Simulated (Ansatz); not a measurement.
Space group Cmcm (No. 63). a = 2.865 Å, b = 5.141 Å, c = 4.892 Å, α = 90.00°, β = 90.00°, γ = 90.00°
```tsv
atom	site	symmetry	x	y	z
Au	4c	m2m	0.0000	0.3360	0.7500
```

Equation of state of this Au structure (not necessarily the ground state), with shape and atoms relaxed at each volume where symmetry leaves them free. It has no gap at any of these volumes. Theory: Ansatz, DFT PBE, scalar-relativistic, plane waves, PAW.

Plane waves to 420 eV, a k mesh through Γ of 16×16×10 on the computed 2-atom cell and Gaussian smearing (0.10 eV); no spin polarisation.

```json
{"V (Å³/atom)": "15.854", "E − E(largest V) (meV/atom)": "86.63", "P (GPa)": "25.39"}
{"V (Å³/atom)": "16.394", "E − E(largest V) (meV/atom)": "15.60", "P (GPa)": "16.97"}
{"V (Å³/atom)": "16.935", "E − E(largest V) (meV/atom)": "-29.75", "P (GPa)": "10.12"}
{"V (Å³/atom)": "17.475", "E − E(largest V) (meV/atom)": "-54.18", "P (GPa)": "4.54"}
{"V (Å³/atom)": "18.016", "E − E(largest V) (meV/atom)": "-61.58", "P (GPa)": "-0.01"}
{"V (Å³/atom)": "18.556", "E − E(largest V) (meV/atom)": "-55.05", "P (GPa)": "-3.72"}
{"V (Å³/atom)": "19.097", "E − E(largest V) (meV/atom)": "-37.38", "P (GPa)": "-6.70"}
{"V (Å³/atom)": "19.817", "E − E(largest V) (meV/atom)": "0.00", "P (GPa)": "-9.74"}
```

**Question.** Fit a third-order Birch–Murnaghan equation to E(V).

**Answer.** V0 = 18.01 Å³/atom, B0 = 136 GPa, B0' = 5.9.

Spin-orbit coupling is left out, which matters for the bands of heavy elements.

This form isn't the element's structure at ambient conditions.